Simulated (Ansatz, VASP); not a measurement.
BN: VASP beside Ansatz

The input INCAR:

```
PREC = Accurate ; ENCUT = 520
EDIFF = 1E-6 ; ISMEAR = 0
SIGMA = 0.1 ; LREAL = False
LASPH = True ; NELM = 100
ALGO = Normal ; ISIF = 2
LWAVE = False ; LCHARG = True
LDIPOL = True ; IDIPOL = 3
DIPOL = 0.5 0.5 0.500 ; GGA = PE
IVDW = 12 ; LELF = True
LVHAR = True ; LVACPOTAV = True
NBANDS = 11
```

The input KPOINTS:

```
regular mesh
0
Gamma
  9 9 1
```

File POSCAR:

```
BN
1.0
    2.5061232815      0.0000000000      0.0000000000
   -1.2530616407      2.1703664268      0.0000000000
    0.0000000000      0.0000000000     26.0000000000
B N
1 1
Direct
    0.0000000000      0.0000000000      0.5000000000
    0.6666666667      0.3333333333      0.5000000000
```

Input for Ansatz:

```yaml
crystal:
  lattice:
    - [2.5061232917, 0.0, 0.0]
    - [-1.2530616459, 2.1703664356, 0.0]
    - [0.0, 0.0, 26.0]
  atoms:
    - { symbol: B, position: [0.0, 0.0, 0.5] }
    - { symbol: "N", position: [0.6666666667, 0.3333333333, 0.5] }
  periodic: [true, true, false]
basis:
  ecutwfc: 420
kpoints:
  mp_grid: { grid: [9, 9, 1] }
hamiltonian:
  xc: pbe
  dispersion: d3bj
scf:
  occupations: { method: gaussian, width: 0.1 }
output:
  forces: true
  stress: true
  eigenvalues: true
```

Alike in both runs: task single point; functional PBE; dispersion D3(BJ); k mesh 9 × 9 × 1; occupations gaussian, width 0.1 eV; no spin polarisation.

|  | VASP | Ansatz |
| --- | --- | --- |
| version | VASP 6.6.1 | Ansatz 0.2.0 |
| potentials or method | VASP PAW PBE potentials, release 64 (B, N) | scalar-relativistic, plane waves, PAW |
| plane-wave cutoff (eV) | 520 | 420 |
| valence electrons in the cell | 8 | 8 |

```csv
,VASP,Ansatz,Ansatz less VASP
gap on the k mesh at the Fermi level (eV),4.68,4.68,+0.003
least direct gap on the mesh (eV),4.68,4.68,+0.003
```
